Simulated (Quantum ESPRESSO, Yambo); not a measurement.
Planning a run of Yambo 5.3.0 on WS2 (2H monolayer). The input:

```
optics
bss
bse
em1s
dipoles
rim_cut
rim_w
RandQpts= 3000000
RandGvec= 100 RL
CUTGeo= "slab z"
RandGvecW= 9 RL
Chimod= "HARTREE"
BSKmod= "HARTREE"
BSEmod= "resonant"
BSSmod= "h"
BSENGexx= 30 Ry
BSENGBlk= 6 Ry
% BSEQptR
 1 | 1 |
%
% BSEBands
 8 | 20 |
%
% BEnRange
 0 | 8 | eV
%
% BDmRange
 0.1 | 0.1 | eV
%
BEnSteps= 161
% BLongDir
 1 | 0 | 0 |
%
% BndsRnXs
 1 | 43 |
%
NGsBlkXs= 6 Ry
% LongDrXs
 1 | 1 | 0 |
%
% KfnQP_E
 1.076 | 1.0 | 1.0 |
%
BSHayTrs= -0.02
```

```sh
OMP_NUM_THREADS=1 mpirun -n 4 yambo -F bse8.in -J bse8,bse2_W -C bse8 > bse8.log
```

The stored states that it reads are on a 9×9×1 mesh. The cell holds 3 atoms: 1 W and 2 S. Cell: a = 3.187 Å, b = 3.187 Å, c = 16.000 Å, α = 90.0°, β = 90.0°, γ = 120.0°. Vacuum lies along c.

**Question.** How long will it take on 4 MPI ranks of Arm Neoverse V1, shared host, and how much memory?

It took 21 s; on shared hardware allow 10 s to 42 s. Peak host memory was 1.6 GiB.

The kernel grows as the square of the matrix size, and full diagonalisation as its cube.

[Paths, hosts, dates, memory and timing lines, banners, echoed tables and standing remarks are left out of the program output.]

[Logs are printed without paths, hosts, clocks, repeated set-up lines and the standing remarks that a program may print on its own settings, such as how far it seeks lower states.]

[Runs of the session that timed out or met a known fault of the program may be left out.]

[Hosts, paths, dates, database ids (printed as entryN), source tags and the programs' standing remarks are cut or masked in the printed files.]
